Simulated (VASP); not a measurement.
# BaTiO3 in VASP: a series of runs, part 2 of 2

VASP 6.6.1.

## Step 3: Single point, LDA

INCAR reads:

```
PREC = Accurate
ENCUT = 650
EDIFF = 1E-7
ISMEAR = 0
SIGMA = 0.05
LREAL = False
LASPH = True
NELM = 100
ALGO = Normal
ISIF = 2
LWAVE = False
LCHARG = False
GGA = CA
ADDGRID = False
```

KPOINTS reads:

```
Automatic mesh
0
Gamma
  4 4 4
```

POSCAR reads:

```
BaTiO3
1.0
    4.0060000000      0.0000000000      0.0000000000
    0.0000000000      4.0060000000      0.0000000000
    0.0000000000      0.0000000000      4.0060000000
Ba Ti O
1 1 3
Direct
    0.4701120000      0.5031600000      0.5056990000
   -0.0202070000      0.0016430000     -0.0204470000
   -0.0270160000     -0.0188640000      0.5097340000
   -0.0003670000      0.4971430000     -0.0056670000
    0.4958670000     -0.0087980000      0.0064420000
```

Potentials or basis: VASP PAW LDA potentials, release 64 (Ba_sv, Ti_sv, O).

On the command line:

```
$ cat potpaw_LDA.64/Ba_sv/POTCAR potpaw_LDA.64/Ti_sv/POTCAR potpaw_LDA.64/O/POTCAR > POTCAR
$ mpirun -np 1 vasp_std > vasp.out
```

OUTCAR:

```text
PREC = Accurate
   ENCUT = 650
   EDIFF = 1E-7
   ISMEAR = 0
   LREAL = False
   LASPH = True
   NELM = 100
   ISIF = 2
   GGA = CA

 Found     36 irreducible k-points:

 Following reciprocal coordinates:
            Coordinates               Weight
  0.000000  0.000000  0.000000      1.000000
  0.250000  0.000000  0.000000      2.000000
  0.000000  0.250000  0.000000      2.000000
  0.000000  0.000000  0.250000      2.000000
  0.500000  0.000000  0.000000      1.000000
  0.000000  0.500000  0.000000      1.000000
   k-points           NKPTS =     36   k-points in BZ     NKDIM =     36   number of bands    NBANDS=     24
   number of dos      NEDOS =    301   number of ions     NIONS =      5
   total plane-waves  NPLWV =  46656
   dimension x,y,z NGX =    36 NGY =   36 NGZ =   36
   dimension x,y,z NGXF=    72 NGYF=   72 NGZF=   72
   ions per type =               1   1   3
   NGX,Y,Z   is equivalent  to a cutoff of  14.94, 14.94, 14.94 a.u.
   NGXF,Y,Z  is equivalent  to a cutoff of  29.88, 29.88, 29.88 a.u.
 SYSTEM =  unknown system
   PREC   = accura    normal or accurate (medium, high low for compatibility)
   ISTART =      0    job   : 0-new  1-cont  2-samecut
   ICHARG =      2    charge: 1-file 2-atom 10-const
   ISPIN  =      1    spin polarized calculation?
   LNONCOLLINEAR =      F non collinear calculations
   LSORBIT =      F    spin-orbit coupling
   LASPH  =      T    aspherical Exc in radial PAW
   ENCUT  =  650.0 eV  47.77 Ry    6.91 a.u.   8.33  8.33  8.33*2*pi/ulx,y,z
   NELM   =    100;   NELMIN=  2; NELMDL= -5     # of ELM steps
   EDIFF  = 0.1E-06   stopping-criterion for ELM
   LREAL  =      F    real-space projection
   EDIFFG = 0.1E-05   stopping-criterion for IOM
   NSW    =      0    number of steps for IOM
   IBRION =     -1    ionic relax: 0-MD 1-quasi-New 2-CG
   NFREE  =      0    steps in history (QN), initial steepest desc. (CG)
   ISIF   =      2    stress and relaxation
   ISYM   =      2    0-nonsym 1-usesym 2-fastsym
   POTIM  = 0.5000    time-step for ionic-motion
   TEBEG  =    0.0;   TEEND  =   0.0 temperature during run
   PSTRESS=    0.0 pullay stress
   NELECT =      40.0000    total number of electrons
   NUPDOWN=      -1.0000    fix difference up-down
   EMIN   =  10.00;   EMAX   =-10.00  energy-range for DOS
   EFERMI =   0.00;   METHOD = LEGACY
   ISMEAR =     0;   SIGMA  =   0.05  broadening in eV -4-tet -1-fermi 0-gaus
   EFERMI_NEDOS =   21; number of points for ismear=-14 and -15
   IALGO  =     38    algorithm
   IMIX   =      4    mixing-type and parameters
     AMIX     =   0.40;   BMIX     =  1.00
     AMIX_MAG =   1.60;   BMIX_MAG =  1.00
  volume/ion in A,a.u.               =      12.86        86.77
  Fermi-wavevector in a.u.,A,eV,Ry     =   1.397603  2.641087 26.576187  1.953295
  Thomas-Fermi vector in A             =   2.520843
   LORBIT       =      0    0 simple, 1 ext, 2 COOP (PROOUT), +10 PAW based schemes
   GGA     = CA    functional components
   LHFCALC =     F    Hartree Fock is set to
   AEXX    =    0.0000 exact exchange contribution
   IVDW    =     0    specifies the selected vdW correction
   LEPSILON=     F    determine dielectric tensor
   LRPA    =     F    only Hartree local field effects (RPA)
 non-spin polarized calculation
 Gauss-broadening in eV      SIGMA  =   0.05
  energy-cutoff  :      650.00
  volume of cell :       64.29
 maximum number of plane-waves:      2469
 NGX is ok and might be reduce to    36

 number of electron      40.0000002 magnetization

 Free energy of the ion-electron system (eV)
  ---------------------------------------------------
  ext. energy  EPLUGINS =         0.00000000
  ---------------------------------------------------
  free energy    TOTEN  =       -44.06672754 eV

  energy without entropy =      -44.06672754  energy(sigma->0) =      -44.06672754

 E-fermi :   3.8068     XC(G=0): -11.7158

 val. band max:        3.5096157044   @ k =   0.5000   0.5000   0.5000
 cond. band min:       5.3197832905   @ k =   0.0000   0.0000   0.0000
 fundamental gap:      1.8101675861
 Fermi energy:         3.8068244959

 k-point     1 :       0.0000    0.0000    0.0000
  band No.  band energies     occupation
      1     -52.3055      2.00000
      2     -28.9561      2.00000
      3     -28.9271      2.00000
      4     -28.9189      2.00000
      5     -21.1681      2.00000
      6     -13.0790      2.00000
[... 16 lines left out ...]
     23       5.4893      0.00000
     24       7.5640      0.00000
[... 112 lines left out ...]
      2     -28.9726      2.00000
      3     -28.9537      2.00000
      4     -28.9249      2.00000
      5     -21.0458      2.00000
      6     -13.3428      2.00000
[... 16 lines left out ...]
     23       7.0398      0.00000
     24       7.6280      0.00000

 [... further k-points ...]
[... 5 lines left out ...]
  --------------------------------------------------------------------------------------
  -------------------------------------------------------------------------------------
  Total       -2.5750007     -2.8196248     -1.9692199     -0.0900349     -0.1131913     -0.1463989
  in kB      -64.1734079    -70.2698574    -49.0763183     -2.2438224     -2.8209194     -3.6485113
  external PRESSURE =     -61.1731945 kB  Pullay stress =       0.0000000 kB

 VOLUME and BASIS-vectors are now :
 -----------------------------------------------------------------------------
  energy-cutoff  :      650.00
  volume of cell :       64.29
      direct lattice vectors                 reciprocal lattice vectors
     4.006000000  0.000000000  0.000000000     0.249625562  0.000000000  0.000000000
     0.000000000  4.006000000  0.000000000     0.000000000  0.249625562  0.000000000
     0.000000000  0.000000000  4.006000000     0.000000000  0.000000000  0.249625562

 POSITION                                       TOTAL-FORCE (eV/Angst)
 -----------------------------------------------------------------------------------
      1.88327      2.01566      2.02583         0.354474     -0.142259     -0.375159
      3.92505      0.00658      3.92409        -0.455762      0.048714     -0.029895
      3.89777      3.93043      2.04199         0.350134      0.367340      0.185410
      4.00453      1.99155      3.98330        -0.139365     -0.462245      0.222779
      1.98644      3.97076      0.02581        -0.109482      0.188450     -0.003136
 -----------------------------------------------------------------------------------
    total drift:                               -0.000251      0.000151     -0.000173

  FREE ENERGIE OF THE ION-ELECTRON SYSTEM (eV)
  ---------------------------------------------------
  free  energy   TOTEN  =       -44.0667275359 eV

  energy  without entropy=      -44.0667275359  energy(sigma->0) =      -44.06672754
```

OSZICAR:

```text
N       E                     dE             d eps       ncg     rms          rms(c)
DAV:   1     0.488018224811E+03    0.48802E+03   -0.23170E+04  1728   0.210E+03
DAV:   2     0.300858443558E+01   -0.48501E+03   -0.47670E+03  2032   0.525E+02
DAV:   3    -0.520839325559E+02   -0.55093E+02   -0.53841E+02  2144   0.161E+02
DAV:   4    -0.546181815211E+02   -0.25342E+01   -0.25329E+01  2656   0.344E+01
DAV:   5    -0.546745353862E+02   -0.56354E-01   -0.56350E-01  2296   0.456E+00    0.228E+01
DAV:   6    -0.444562817549E+02    0.10218E+02   -0.74621E+01  2680   0.772E+01    0.105E+01
DAV:   7    -0.442928327695E+02    0.16345E+00   -0.12874E+01  2216   0.270E+01    0.656E+00
DAV:   8    -0.440709756261E+02    0.22186E+00   -0.12033E+00  2320   0.107E+01    0.261E+00
DAV:   9    -0.440836006004E+02   -0.12625E-01   -0.22485E-01  2400   0.335E+00    0.121E+00
DAV:  10    -0.440671304940E+02    0.16470E-01   -0.10622E-01  2304   0.347E+00    0.288E-01
DAV:  11    -0.440667745186E+02    0.35598E-03   -0.36882E-03  2168   0.478E-01    0.574E-02
DAV:  12    -0.440667531837E+02    0.21335E-04   -0.24783E-04  2032   0.152E-01    0.309E-02
DAV:  13    -0.440667271058E+02    0.26078E-04   -0.12449E-04  2528   0.112E-01    0.791E-03
DAV:  14    -0.440667276215E+02   -0.51564E-06   -0.79241E-06  2280   0.200E-02    0.305E-03
DAV:  15    -0.440667275359E+02    0.85535E-07   -0.54004E-07  2272   0.619E-03
   1 F= -.44066728E+02 E0= -.44066728E+02  d E =-.199186E-18
```

Wall time 85 s (1 thread of AMD EPYC 7R13 (Zen 3), shared host); peak memory 0.2 GiB.

These settings aren't checked as converged: the numbers below hold their error.

What came out:

* Free energy: -44.0667 eV
* Pressure: -6.1 GPa
* Largest force: 0.540 eV/Å
* Band gap on the k mesh: 1.81 eV, indirect (least direct gap 2.09 eV)

Caveat: spin-orbit coupling is left out, which moves the levels of the heavy elements.

## Step 4: The reference run

An earlier run on the cell as given: functional PBEsol; potentials or basis VASP PAW PBE potentials, release 64 (Ba_sv, Ti_sv, O); cutoff 520 eV; k mesh 7 × 7 × 7; occupations fermi-dirac, width 0.05 eV; no spin polarisation.

* Pressure: -2.8 GPa
* Band gap on the k mesh: 1.76 eV, indirect (least direct gap 1.84 eV)
